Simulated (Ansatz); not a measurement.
Results of rVV10 (plane waves, PAW; Ansatz, an electronic-structure program) for α-phase Li3N.

Output (set-up and result lines):

```
Relaxation: its limit of steps is 80 (relax.max_steps)
Crystal: 4 atoms, lattice volume = 43.101 Å³
Basis set: ecut = 520 eV, 1179 PW (Γ), exchange–correlation on 54×54×60 points (8 copies of the dense FFT grid, shifted against one another)
Bands: 11, of which v1, the nominal top of the filled ones, is band 7 counted from 1 (6 counted from 0)
Symmetry: 24 space group operations
Space group: P6/mmm (ITA 191), of the structure as read, at distance tolerance 3.5e-5 Å
k-points: 114 of 1440
Functional: x = rpw86, c = pbe(β = 0.06672455060314922) + rvv10(b = 6.3, C = 0.0093)
SCF iter   1: F=—  HF=-1007.476614 eV  |F-HF|=—  |Δ(HF+E_count)|=         —  Δρ=8.48e-3  dr2=2.65e-2
SCF iter   2: F=—  HF=-1007.472164 eV  |F-HF|=—  |Δ(HF+E_count)|=   4.45e-3  Δρ=1.75e-3  dr2=7.44e-4
  ...
SCF 1 converged in 6 iterations: F = -1007.472521 eV  dr2 = 2.44e-10
Crystal: 4 atoms, lattice volume = 43.101 Å³
Initial density: handed on by an earlier stage of this run
SCF 2 converged in 7 iterations: F = -1007.472521 eV  dr2 = 5.45e-17
Crystal: 4 atoms, lattice volume = 43.101 Å³
SCF iter   6: F=-1007.472521 eV  HF=-1007.472521 eV  |F-HF|=3.41e-13  |Δ(HF+E_count)|=    0.00e0  Δρ=2.54e-9  dr2=1.58e-15
SCF iter   7: F=-1007.472521 eV  HF=-1007.472521 eV  |F-HF|=4.55e-13  |Δ(HF+E_count)|=    0.00e0  Δρ=1.43e-9  dr2=4.78e-16
SCF 3 converged in 7 iterations: F = -1007.472521 eV  dr2 = 4.78e-16
SCF converged after 7 iterations
Free energy (F): -1007.472521 eV
Internal energy: -1007.472521 eV  (E = F + TS)
E sigma→0 (E₀):  -1007.472521 eV
Fermi energy:    3.142294 eV
--- Forces (eV/Å), atoms counted from 1 ---
  atom   1  Li    -0.00000000     0.00000000     0.00000000
  atom   2  Li     0.00000000    -0.00000000    -0.00000000
  atom   3  Li    -0.00000000     0.00000000     0.00000000
  atom   4  N      0.00000000     0.00000000     0.00000000
--- Stress (GPa, compression-positive) ---
        1.140588       0.000000       0.000000
        0.000000       1.140588       0.000000
        0.000000       0.000000       1.115006
  P = ⅓ Tr σ = 1.1321 GPa (11.321 kbar)
```

Problem. Write an input file that could have produced this run (the log leaves some choices open).

Solution. One answer among several that fit: 
Ansatz 0.2 input:
```yaml
crystal:
  lattice:
    - [1.802313342, -3.1216982796, 0.0]
    - [1.802313342, 3.1216982796, 0.0]
    - [0.0, 0.0, 3.830300677]
  atoms:
    - { symbol: Li, position: [0.3333333333, 0.6666666667, 0.0] }
    - { symbol: Li, position: [0.6666666667, 0.3333333333, 0.0] }
    - { symbol: Li, position: [0.0, 0.0, 0.5] }
    - { symbol: N, position: [0.0, 0.0, 0.0] }
basis:
  ecutwfc: 520
  ecutrho_ratio: 4
  xc_grid: 2
kpoints:
  mp_grid: { grid: [12, 12, 10] }
hamiltonian:
  xc: { exchange: rpw86, correlation: pbe }
  dispersion: rvv10
  pseudopotentials: { kind: paw }
scf:
  occupations: { method: fermi_dirac, width: 0.01 }
output:
  forces: true
  stress: true
  eigenvalues: true
relax:
  f_tol: 0.004
  escape_saddle: false
  max_steps: 80
  cell: { stress_tol: 0.02, fix: [volume] }
```

The cell is one volume of an energy–volume scan, off the minimum.

The PAW data were made under PBE.

Cost on a shared machine: very roughly 15 core-seconds.
